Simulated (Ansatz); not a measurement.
# H-CC-Cl chair monolayer in a perpendicular field

What dipole does a perpendicular field induce in the H-CC-Cl chair monolayer, and does the gap follow? A positive field points along +c.

Method: plane-wave DFT, PBE-D3(BJ), Ansatz PAW (set soft_1); PAW set soft_1, in Ansatz 0.2.0.

## (1) The starting structure

The cell holds 4 atoms: 1 Cl, 2 C and 1 H. Cell: a = 2.508 Å, b = 2.508 Å, c = 37.757 Å, α = 90.0°, β = 90.0°, γ = 120.0°. Vacuum lies along c.

## (2) Relaxation

The starting cell is a guess, so the in-plane lattice and the atoms are relaxed first, with the slab cut off from its images along the normal.

File input.yaml:

```yaml
crystal:
  lattice:
    - [2.508, 0.0, 0.0]
    - [-1.254, 2.1719917127, 0.0]
    - [0.0, 0.0, 37.7566666646]
  atoms:
    - { symbol: Cl, position: [0.6666666667, 0.3333333333, 0.455548689] }
    - { symbol: C, position: [0.6666666667, 0.3333333333, 0.5026926812] }
    - { symbol: C, position: [0.3333333333, 0.6666666667, 0.5161119449] }
    - { symbol: H, position: [0.3333333333, 0.6666666667, 0.544451311] }
  periodic: [true, true, false]
kpoints:
  mp_grid: { grid: [18, 18, 1] }
hamiltonian:
  xc: pbe
  dispersion: d3bj
  pseudopotentials: { kind: paw, azcp: { folder: soft_1 } }
scf:
  occupations: { method: fermi_dirac, width: 0.05 }
  convergence: { dr2_threshold: 1.0e-09 }
relax:
  f_tol: 0.004
  max_steps: 90
  cell: {}
output:
  write_potential: true
  write_density: true
  volumetric_format: npy
```

Launch:

```sh
$ ansatz run input.yaml --threads 2 --pin off --max-ram 3072MiB --backend cpu --events-out ev --progress --plain --runs-dir out
```

Numbers of over 12 decimals in the logs are rounded to 6 here.

What it wrote:

```text
Warning: relax.cell: scf.convergence.dr2_threshold = 1e-9 eV is looser than the 2.24214562447e-10 eV advised for a relaxation that steers and ends on the stress (1e-10 eV for each atom of the cell: 4, times the square of relax.cell.stress_2d_tol = 0.05 N/m over 13.4 Å (the atoms' height at the walk's start and 5 Å past either face), 3.743e-2 GPa, over a crystal's default 0.05). What an SCF threshold leaves in a stress goes as its square root, and in the free energy as the threshold itself, and one threshold admits the most on a small cell: [figures from the program's tests cut] Set scf.convergence.dr2_threshold to 2.24214562447e-10 eV or tighter. [rest of the remark cut]
Engine: ansatz 0.2.0, aarch64-unknown-linux-gnu
Pseudopotentials: kind: paw
Pseudopotential: Cl, paw, valence charge 7, recommended cutoff 420 eV (normal), soft_1/Cl.paw.azcp
Pseudopotential: C, paw, valence charge 4, recommended cutoff 420 eV (normal), soft_1/C.paw.azcp
Pseudopotential: H, paw, valence charge 1, recommended cutoff 420 eV (normal), soft_1/H.paw.azcp
Functional definition: PBE
  parameter kappa = 0.804
  parameter beta = 0.066725
  exchange = pbe_x(kappa = kappa, mu = beta*pi^2/3)
  correlation = pbe_c(beta = beta)
Crystal: 4 atoms, lattice volume = 205.674 Å³
Basis set: ecut = 420 eV, 4021 PW (Γ), exchange–correlation on 36×36×512 points (8 copies of the dense FFT grid, shifted against one another)
Bands: 12, of which v1, the nominal top of the filled ones, is band 8 counted from 1 (7 counted from 0)
Symmetry: 6 space group operations
Space group: P3m1 (ITA 156), of the structure as read, at distance tolerance 5.9e-5 Å
k-points: 37 of 324 (time reversal used)
Non-local potential: Cl, projectors of the file, l = 0: 2, l = 1: 2, l = 2: 1
Non-local potential: C, projectors of the file, l = 0: 2, l = 1: 2, l = 2: 1
Non-local potential: H, projectors of the file, l = 0: 2, l = 1: 1
PAW form: soft (Blöchl's): semilocal exchange-correlation on the pseudo side does not see the compensation charge
PAW one-centre angular grid: Cl, 110 points (default); XC on 64 Gauss nodes
PAW one-centre angular grid: C, 110 points (default); XC on 64 Gauss nodes
PAW one-centre angular grid: H, 110 points (default); XC on 64 Gauss nodes
Initial density: superposition of atomic densities (neutral atoms: chi_scale 0, normalization atom)
Initial wavefunctions: pseudopotential atomic-orbital guess
Functional: x = pbe(κ = 0.804, μ = 0.219515), c = pbe(β = 0.066725)
SCF iter   1: F=—  HF=-1596.365229 eV  |F-HF|=—  |Δ(HF+E_count)|=         —  Δρ=4.47e-2  dr2=4.31e0  ethr=3.10e-3  ⟨swp⟩=15.6  Hψ=5885  notcnv=0
preconditioner: auto → LDOS  [metal: Δε(μ)=0.031 eV  Ē_g=14.861 eV  σ=0.050 eV  W_gap=0.15  n_scr=20 (ndim 8)  ℏωp=10.2 eV  f_vac=0.810  D(μ)=0.81/eV (n_scr^D=10)  β→1.0]
SCF iter   2: F=—  HF=-1595.176074 eV  |F-HF|=—  |Δ(HF+E_count)|=    1.19e0  Δρ=1.82e-2  dr2=6.23e-1  ethr=3.10e-3  ⟨swp⟩=5.4  Hψ=1771  notcnv=0
SCF iter   3: F=—  HF=-1595.053838 eV  |F-HF|=—  |Δ(HF+E_count)|=   1.22e-1  Δρ=6.83e-3  dr2=1.28e-1  ethr=3.10e-3  ⟨swp⟩=3.5  Hψ=1423  notcnv=0
SCF iter   4: F=—  HF=-1595.025371 eV  |F-HF|=—  |Δ(HF+E_count)|=   2.85e-2  Δρ=1.08e-3  dr2=1.87e-2  ethr=7.99e-4  ⟨swp⟩=3.9  Hψ=996  notcnv=0  defer=1
SCF iter   5: F=—  HF=-1595.022948 eV  |F-HF|=—  |Δ(HF+E_count)|=   2.42e-3  Δρ=4.78e-4  dr2=2.94e-3  ethr=1.17e-4  ⟨swp⟩=4.8  Hψ=1007  notcnv=0  defer=2
SCF iter   6: F=—  HF=-1595.022741 eV  |F-HF|=—  |Δ(HF+E_count)|=   2.08e-4  Δρ=2.60e-4  dr2=2.46e-4  ethr=1.84e-5  ⟨swp⟩=4.1  Hψ=985  notcnv=0  defer=4
SCF iter   7: F=—  HF=-1595.022696 eV  |F-HF|=—  |Δ(HF+E_count)|=   4.47e-5  Δρ=6.81e-5  dr2=7.42e-5  ethr=1.54e-6  ⟨swp⟩=3.8  Hψ=1115  notcnv=0
SCF iter   8: F=—  HF=-1595.022672 eV  |F-HF|=—  |Δ(HF+E_count)|=   2.39e-5  Δρ=2.11e-5  dr2=1.96e-5  ethr=4.64e-7  ⟨swp⟩=1.8  Hψ=543  notcnv=0
SCF iter   9: F=—  HF=-1595.022675 eV  |F-HF|=—  |Δ(HF+E_count)|=   3.01e-6  Δρ=8.50e-6  dr2=1.07e-6  ethr=1.23e-7  ⟨swp⟩=2.5  Hψ=648  notcnv=0
SCF iter  10: F=—  HF=-1595.022695 eV  |F-HF|=—  |Δ(HF+E_count)|=   2.01e-5  Δρ=5.93e-6  dr2=1.91e-7  ethr=6.69e-9  ⟨swp⟩=3.3  Hψ=926  notcnv=0
SCF iter  11: F=—  HF=-1595.022695 eV  |F-HF|=—  |Δ(HF+E_count)|=   1.82e-8  Δρ=6.49e-7  dr2=1.63e-9  ethr=1.19e-9  ⟨swp⟩=3.1  Hψ=767  notcnv=0  defer=1
SCF iter  12: F=-1595.022695 eV  HF=-1595.022695 eV  |F-HF|=2.44e-10  |Δ(HF+E_count)|=   8.24e-9  Δρ=1.73e-7  dr2=9.37e-11  ethr=6.25e-12  ⟨swp⟩=12.6  Hψ=3724  notcnv=0
SCF 1 converged in 12 iterations: F = -1595.022695 eV  dr2 = 9.37e-11
  greatest PAW one-centre occupation: 0.919 electrons in one spin orbital (limit 2), on the Cl atom at site 0 (counted from 0), in its partial waves of l = 0
relax step   1: F+E_penalty+E_count = -1595.02269524 eV  Δ(F+E_penalty+E_count) = +0.000e0 eV  max|allowed force component| = 2.579e0 eV/Å  Δτ_max = 0.0000 Å  P = +28.763 N/m  Ω = 205.674 Å³  fix = [c, alpha, beta]  reactions: c +0.000 N/m  (12 SCF iters, accepted)
Crystal: 4 atoms, lattice volume = 226.210 Å³
Basis set: ecut = 420 eV, 4537 PW (Γ), exchange–correlation on 36×36×512 points (8 copies of the dense FFT grid, shifted against one another)
Initial density: handed on by an earlier stage of this run
Initial wavefunctions: those handed on with the density
SCF iter   1: F=—  HF=-1595.810521 eV  |F-HF|=—  |Δ(HF+E_count)|=         —  Δρ=8.20e-3  dr2=6.97e-1  ethr=3.10e-3  ⟨swp⟩=10.4  Hψ=4021  notcnv=0
preconditioner: auto → LDOS  [insulator: Δε(μ)=0.276 eV  Ē_g=13.766 eV  σ=0.050 eV  W_gap=0.88  n_scr=20 (ndim 8)  ℏωp=9.9 eV  f_vac=0.809  D(μ)=0.04/eV (n_scr^D=2)  ε∞_Penn≈1.5  β→1.0]
SCF iter   2: F=—  HF=-1596.137677 eV  |F-HF|=—  |Δ(HF+E_count)|=   3.27e-1  Δρ=1.56e-2  dr2=6.67e0  ethr=3.10e-3  ⟨swp⟩=5.7  Hψ=1681  notcnv=0  defer=2  recentre
SCF iter   3: F=—  HF=-1595.731245 eV  |F-HF|=—  |Δ(HF+E_count)|=   4.06e-1  Δρ=3.93e-3  dr2=2.34e-1  ethr=3.10e-3  ⟨swp⟩=4.9  Hψ=1442  notcnv=0
SCF iter   4: F=—  HF=-1595.706814 eV  |F-HF|=—  |Δ(HF+E_count)|=   2.44e-2  Δρ=5.64e-4  dr2=4.19e-3  ethr=1.46e-3  ⟨swp⟩=3.4  Hψ=1035  notcnv=0
SCF iter   5: F=—  HF=-1595.706993 eV  |F-HF|=—  |Δ(HF+E_count)|=   1.79e-4  Δρ=2.68e-4  dr2=5.95e-4  ethr=2.62e-5  ⟨swp⟩=3.5  Hψ=1137  notcnv=0
SCF iter   6: F=—  HF=-1595.706928 eV  |F-HF|=—  |Δ(HF+E_count)|=   6.50e-5  Δρ=1.37e-4  dr2=5.13e-4  ethr=3.72e-6  ⟨swp⟩=3.3  Hψ=945  notcnv=0
SCF iter   7: F=—  HF=-1595.706914 eV  |F-HF|=—  |Δ(HF+E_count)|=   1.43e-5  Δρ=9.79e-5  dr2=3.47e-4  ethr=3.21e-6  ⟨swp⟩=1.4  Hψ=494  notcnv=0
SCF iter   8: F=—  HF=-1595.706898 eV  |F-HF|=—  |Δ(HF+E_count)|=   1.64e-5  Δρ=3.58e-5  dr2=2.05e-5  ethr=2.17e-6  ⟨swp⟩=1.8  Hψ=510  notcnv=0
[...]
relax step   7: F+E_penalty+E_count = -1595.92186625 eV  Δ(F+E_penalty+E_count) = -4.109e-6 eV  max|allowed force component| = 1.686e-3 eV/Å  Δτ_max = 0.0003 Å  P = +0.000 N/m  Ω = 245.728 Å³  energy of the carried Pulay correction = -9.981e-3 eV  fix = [c, alpha, beta]  reactions: c +0.000 N/m  (5 SCF iters, accepted)
relax step   8: F+E_penalty+E_count = -1595.95044948 eV  Δ(F+E_penalty+E_count) = -2.858e-2 eV  max|allowed force component| = 1.416e-2 eV/Å  Δτ_max = 0.0000 Å  P = +0.658 N/m  Ω = 245.728 Å³  fix = [c, alpha, beta]  reactions: c +0.000 N/m  stress off target by 6.58e-1 N/m on what of the cell is left free  SCF on the basis re-selected at this cell (its energy is not comparable with the rows above)  (9 SCF iters)
relax step   9: F+E_penalty+E_count = -1595.95086113 eV  Δ(F+E_penalty+E_count) = -4.117e-4 eV  max|allowed force component| = 7.047e-3 eV/Å  Δτ_max = 0.0004 Å  P = +0.232 N/m  Ω = 246.542 Å³  energy of the carried Pulay correction = -1.893e-4 eV  fix = [c, alpha, beta]  reactions: c +0.000 N/m  (7 SCF iters, accepted)
relax step  10: F+E_penalty+E_count = -1595.95058923 eV  Δ(F+E_penalty+E_count) = +2.719e-4 eV  max|allowed force component| = 1.514e-1 eV/Å  Δτ_max = 0.0022 Å  P = -0.022 N/m  Ω = 247.012 Å³  energy of the carried Pulay correction = -3.006e-4 eV  fix = [c, alpha, beta]  (7 SCF iters, rejected (line search))
relax step  11: F+E_penalty+E_count = -1595.95087290 eV  Δ(F+E_penalty+E_count) = -1.177e-5 eV  max|allowed force component| = 3.394e-3 eV/Å  Δτ_max = 0.0001 Å  P = +0.110 N/m  Ω = 246.777 Å³  energy of the carried Pulay correction = -2.447e-4 eV  fix = [c, alpha, beta]  reactions: c +0.000 N/m  (7 SCF iters, accepted)
relax step  12: F+E_penalty+E_count = -1595.95084221 eV  Δ(F+E_penalty+E_count) = +3.069e-5 eV  max|allowed force component| = 3.333e-5 eV/Å  Δτ_max = 0.0001 Å  P = +0.000 N/m  Ω = 246.988 Å³  energy of the carried Pulay correction = -2.948e-4 eV  fix = [c, alpha, beta]  reactions: c +0.000 N/m  (6 SCF iters, accepted)
iter 1 solved again at ethr=4.06e-6 eV; its pass at ethr=3.10e-3 eV (dr2=6.50e-4 eV) is discarded
SCF iter   1: F=—  HF=-1595.950421 eV  |F-HF|=—  |Δ(HF+E_count)|=         —  Δρ=4.18e-5  dr2=1.81e-7  ethr=4.06e-6  ⟨swp⟩=4.2  Hψ=6416  notcnv=0
eigensolver tolerance schedule: the retry pair's looser diagonalisation over-reported the residual by 3586.75 of it (diagonalisation noise at an unbounded share of the residual, at the tolerance the schedule requests for it); recorded, not acted on — ethr = c·dr2/N_el stays at c = 1.0e-1
preconditioner: auto → Resta (q_TF=auto, 1.729 Å⁻¹)  ε∞=1.5  [insulator: Δε(μ)=0.412 eV  Ē_g=12.835 eV  σ=0.050 eV  W_gap=0.97  n_scr=20 (ndim 8)  ℏωp=9.5 eV  f_vac=0.824  D(μ)=0.01/eV (n_scr^D=0)  ε∞_Penn≈1.5  vacuum switching on, ρ_ref=1.2e-2 e/Å³]
SCF iter   2: F=—  HF=-1595.950894 eV  |F-HF|=—  |Δ(HF+E_count)|=   4.73e-4  Δρ=2.14e-5  dr2=1.65e-7  ethr=1.13e-9  ⟨swp⟩=5.0  Hψ=1475  notcnv=0
SCF iter   3: F=—  HF=-1595.950992 eV  |F-HF|=—  |Δ(HF+E_count)|=   9.76e-5  Δρ=1.45e-5  dr2=3.36e-8  ethr=1.03e-9  ⟨swp⟩=2.5  Hψ=651  notcnv=0
SCF iter   4: F=—  HF=-1595.951093 eV  |F-HF|=—  |Δ(HF+E_count)|=   1.01e-4  Δρ=6.10e-6  dr2=4.50e-8  ethr=2.10e-10  ⟨swp⟩=3.8  Hψ=1017  notcnv=0
SCF iter   5: F=—  HF=-1595.951127 eV  |F-HF|=—  |Δ(HF+E_count)|=   3.42e-5  Δρ=1.58e-6  dr2=7.84e-9  ethr=2.10e-10  ⟨swp⟩=3.1  Hψ=695  notcnv=0
SCF iter   6: F=—  HF=-1595.951131 eV  |F-HF|=—  |Δ(HF+E_count)|=   3.64e-6  Δρ=7.20e-7  dr2=1.47e-9  ethr=4.90e-11  ⟨swp⟩=3.1  Hψ=768  notcnv=0
iter 7 met the thresholds in force, and the SCF goes on: an eigenvalue changes by 4.06 meV, over its tolerance of 1.16 meV (output.eigenvalues, Limitations)
SCF iter   7: F=-1595.951132 eV  HF=-1595.951132 eV  |F-HF|=5.45e-8  |Δ(HF+E_count)|=   1.51e-6  Δρ=3.88e-7  dr2=5.85e-10  ethr=6.25e-12  ⟨swp⟩=17.2  Hψ=4220  notcnv=0
SCF iter   8: F=-1595.951132 eV  HF=-1595.951132 eV  |F-HF|=1.28e-9  |Δ(HF+E_count)|=   5.36e-8  Δρ=4.40e-8  dr2=3.08e-11  ethr=3.66e-12  ⟨swp⟩=9.1  Hψ=3370  notcnv=0
SCF 13 converged in 8 iterations: F = -1595.951132 eV  dr2 = 3.08e-11
relax step  13: F+E_penalty+E_count = -1595.95113219 eV  Δ(F+E_penalty+E_count) = -2.900e-4 eV  max|allowed force component| = 9.743e-5 eV/Å  Δτ_max = 0.0000 Å  P = +0.002 N/m  Ω = 246.988 Å³  fix = [c, alpha, beta]  reactions: c +0.000 N/m  stress off target by 2.20e-3 N/m on what of the cell is left free  SCF on the basis re-selected at this cell (its energy is not comparable with the rows above)  (8 SCF iters)
basis re-selected at this cell: Δ(F+E_penalty+E_count) = -2.900e-4 eV, ΔP = +0.002 N/m vs the last step (what re-selecting the basis moved, of the pressure what is left beyond the Pulay correction that the steps carried, after the strain that the cell walked since its last selection, with what the two solves' SCF thresholds leave and, on support functions, any second-order correction that the steps lacked; it is no m [...]
SCF converged after 8 iterations
an eigenvalue changed by more than its tolerance at an iteration that met the thresholds in force, so the SCF went on 1 time: the last check found none over its tolerance
Free energy (F): -1595.951132 eV
Harris-Foulkes:  -1595.951132 eV  (|F-HF|=1.28e-9)
Internal energy: -1595.950930 eV  (E = F + TS)
E sigma→0 (E₀):  -1595.951031 eV
Entropy (-TS):   -0.000202 eV (-0.050 meV/atom)
Fermi energy:    -2.188821 eV
--- Per-component energies (eV) ---
  E_band       = -186.257939
  E_kinetic    = 340.740984
  E_local      = -28841.093679  (includes V_loc(G=0)·N_el)
  E_nonlocal   = 77.624556
  E_hartree    = 14249.277775
  E_xc         = -210.363147
  E_vxc        = -243.971336  (∫ρ·V_xc dr)
  E_paw        = -858.901754  (= ΣΔE_a)
  E_vpaw       = -18.113475  (= ΣTr[D̂ρ^β])
  E_aug_tail   = -0.000974  (compensation charges beyond the density's cutoff)
  E_ewald      = 13647.222685
  E_disp       = -0.457377  (pairwise vdW)
  E_smearing   = -0.000202  (= −TS)
  E_closure    = 0.000000  (closes the sum)
  Σ components = -1595.951132   (vs F -1595.951132, Δ=0.00e0)
--- Forces (eV/Å), atoms counted from 1 ---
  atom   1  Cl    -0.00000000    -0.00000000    -0.00000858
  atom   2  C      0.00000000     0.00000000    -0.00001084
  atom   3  C     -0.00000000    -0.00000000     0.00009750
  atom   4  H      0.00000000     0.00000000    -0.00007781
  max |Σ_I F_I| component: 2.60e-7 eV/Å
--- 2D stress c σ (N/m, compression-positive) ---
        0.002201      -0.000000       0.000000
       -0.000000       0.002201      -0.000000
        0.000000      -0.000000       0.000000
  P = ½ c Tr σ = 0.0022 N/m
--- Band table (eV; the first three rows and the last of 37) ---
  k-point 0: bands = [... 4 lower, -6.7189, -6.7189, -2.4088, -2.4088, -1.9994, -0.9521, -0.5493, -0.0826]
  k-point 1: bands = [... 4 lower, -7.0442, -6.8310, -2.7012, -2.4596, -1.9251, -0.8706, -0.4716, -0.0136]
  k-point 2: bands = [... 4 lower, -7.8601, -7.1302, -3.4465, -2.6100, -1.7049, -0.6315, -0.2785, 0.1662]
  k-point 36: bands = [... 4 lower, -10.5030, -9.1086, -7.8432, -7.2780, 1.2104, 2.2446, 4.0437, 5.4497]
  the weakly bound empty levels are not read free of the cell's end (no_gap_told)
--- Relaxed structure (11 steps of the walk, 10 accepted, 2 SCFs on fresh bases) ---
  F+E_penalty+E_count = -1595.95113219 eV   max|allowed force component| = 9.743e-5 eV/Å   (the final SCF, on the basis selected at the relaxed cell)
  cell:  # Å, volume = 246.9877 Å³
    - [2.748372, 0, 0]
    - [-1.374186, 2.380160, 0]
    - [0, 0, 37.7566666646]
  atoms:
    - { symbol: Cl, position: [0.666667, 0.333333, 0.456208] }
    - { symbol: C, position: [0.666667, 0.333333, 0.502836] }
    - { symbol: C, position: [0.333333, 0.666667, 0.515251] }
    - { symbol: H, position: [0.333333, 0.666667, 0.544509] }
```

It took 73 s on 2 threads of Arm Neoverse V1, shared host; peak memory 0.49 GiB; 2.4 min of CPU time.

The steps of the relaxation:

| step | energy less that of the first step (eV) | largest force component (eV/Å) | volume (Å³) |
| --- | --- | --- | --- |
| 1 | 0.0000 | 2.5794 | 205.67 |
| 2 | -0.6842 | 1.1930 | 226.21 |
| 3 | -0.8829 | 0.6258 | 241.32 |
| 4 | -0.8952 | 0.4224 | 245.39 |
| 5 | -0.8990 | 0.0856 | 245.81 |
| 6 | -0.8992 | 0.0108 | 245.74 |
| 7 | -0.8992 | 0.0017 | 245.73 |
| 8* | -0.9278 | 0.0142 | 245.73 |
| 9 | -0.9282 | 0.0070 | 246.54 |
| 10 | -0.9279 | 0.1514 | 247.01 |
| 11 | -0.9282 | 0.0034 | 246.78 |
| 12 | -0.9281 | 0.0000 | 246.99 |
| 13* | -0.9284 | 0.0001 | 246.99 |

Relaxation steps marked * repeat the geometry before them on a plane-wave basis chosen anew for their cell, so energy and pressure can jump there. Relaxation step 10 was tried and not accepted.

Forces are held to the 6 operations that the run works with; a distortion that breaks them can't arise in this run.

| cell as run | before | after | change |
| --- | --- | --- | --- |
| a (Å) | 2.508 | 2.748 | +9.6 % |
| b (Å) | 2.508 | 2.748 | +9.6 % |

The atoms that moved most (Å, along periodic axes as changes of fractional coordinates times the final cell, across vacuum about the mean position):

| atom | dx | dy | dz | length |
| --- | --- | --- | --- | --- |
| C3 | 0.000 | 0.000 | -0.033 | 0.033 |
| Cl1 | 0.000 | 0.000 | 0.025 | 0.025 |
| C2 | 0.000 | 0.000 | 0.005 | 0.005 |

This step gave:

- energy at zero smearing: -1595.9510 eV

The lattice constant a goes from 2.508 to 2.748 Å.

[end of part 1 of 2]

[Logs are printed without paths, hosts, clocks, repeated set-up lines and the standing remarks that a program may print on its own settings, such as how far it seeks lower states.]

[Hosts, paths, dates, database ids (printed as entryN), source tags and the programs' standing remarks are cut or masked in the printed files.]

[Maps of the electrostatic potential energy from Ansatz leave out the sawtooth potential of an applied field or a dipole correction, so their vacuum need not be flat; planar profiles and work functions include it.]
